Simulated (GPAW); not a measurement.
WC:

```xyz
2
Lattice="0.0000 2.1927 2.1927 2.1927 0.0000 2.1927 2.1927 2.1927 0.0000" Properties=species:S:1:pos:R:3 pbc="T T T"
W     0.0000    0.0000    0.0000
C     2.1927    2.1927    2.1927
```

Measurements of this composition are mostly on another form, of space group No. 187.

```yaml
Program: GPAW 26.7.0
Task: single point
Functional: PBE
Potentials_or_basis: GPAW PAW data sets (gpaw-data 1.2.1)
Cutoff: 800 eV
Basis: pw
k_mesh: 10 × 10 × 10
Occupations: fermi-dirac, width 0.05 eV
Spin: no spin polarisation
```

On this cell: pressure -1.8 GPa; largest force zero by symmetry; band gap on the k mesh none (metal or under the smearing width).

The same run follows on a disturbed copy (atoms moved at random, drawn with an rms of 0.05 Å):

```xyz
2
Lattice="0.0000 2.1927 2.1927 2.1927 0.0000 2.1927 2.1927 2.1927 0.0000" Properties=species:S:1:pos:R:3 pbc="T T T"
W    -0.0044   -0.0321   -0.0488
C     2.1767    2.2019    2.2440
```

Task: What does the disturbed cell give?

Result: The energy (extrapolated to zero smearing) moves by +20.2 meV/atom; pressure 0.1 GPa; largest force 0.742 eV/Å; band gap on the k mesh none (metal or under the smearing width).

Forces in eV/Å, atoms in the order of the input:
```
W   -0.079  0.290  0.678
C    0.079 -0.290 -0.678
```

Stress tensor (GPa, compression positive):
```
-1.90 -0.02  0.00
-0.02 -1.07 -0.03
 0.00 -0.03  3.30
```
